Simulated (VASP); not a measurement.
Wanted: the native input for a VASP 6.6.1 run.

* Task: single point
* Functional: PBEsol
* Potentials or basis: VASP PAW PBE potentials, release 64 (Zr_sv, S)
* Cutoff: 520 eV
* k mesh: 9 × 9 × 9
* Occupations: fermi-dirac, width 0.05 eV
* Spin: no spin polarisation
* Ladder: free
* Further INCAR settings: ALGO = Normal; EDIFF = 1e-07; NBANDS = 16

The structure of ZrS lies in POSCAR:

```
ZrS
1.0
    0.0000000000      2.6250000000      2.6250000000
    2.6250000000      0.0000000000      2.6250000000
    2.6250000000      2.6250000000      0.0000000000
Zr S
1 1
Direct
    0.0000000000      0.0000000000      0.0000000000
    0.5000000000      0.5000000000      0.5000000000
```

These files were run (other wordings do the same):

INCAR

```
PREC     = Accurate       # precision mode
ENCUT    = 520            # plane-wave cutoff, eV
EDIFF    = 1E-7           # SCF threshold, eV
ISMEAR   = -1             # smearing method
SIGMA    = 0.05           # smearing width, eV
LREAL    = False          # projectors in reciprocal space
LASPH    = True           # aspherical terms in the spheres
NELM     = 80             # most SCF steps
ALGO     = Normal         # electronic algorithm
ISIF     = 2              # what is computed and relaxed
LWAVE    = False          # write WAVECAR
LCHARG   = False          # write CHGCAR
GGA      = PS             # functional
NBANDS   = 16             # bands
```

KPOINTS

```
Automatic mesh
0
Gamma
  9 9 9
```

Potentials or basis: VASP PAW PBE potentials, release 64 (Zr_sv, S).

The run is started by

```console
$ cat potpaw_PBE.64/Zr_sv/POTCAR potpaw_PBE.64/S/POTCAR > POTCAR
$ mpirun -np 1 vasp_std > vasp.out
```

It gave:

```
Pressure               : -6.3 GPa
Band gap on the k mesh : none (metal or under the smearing width)
```

Caveat: the PAW data sets were made with another functional, which shifts forces and pressure a little.

Wall time 14 s on 1 thread of Intel(R) Xeon(R) Platinum 8488C (Sapphire Rapids), on a shared host, peak memory 0.16 GiB.
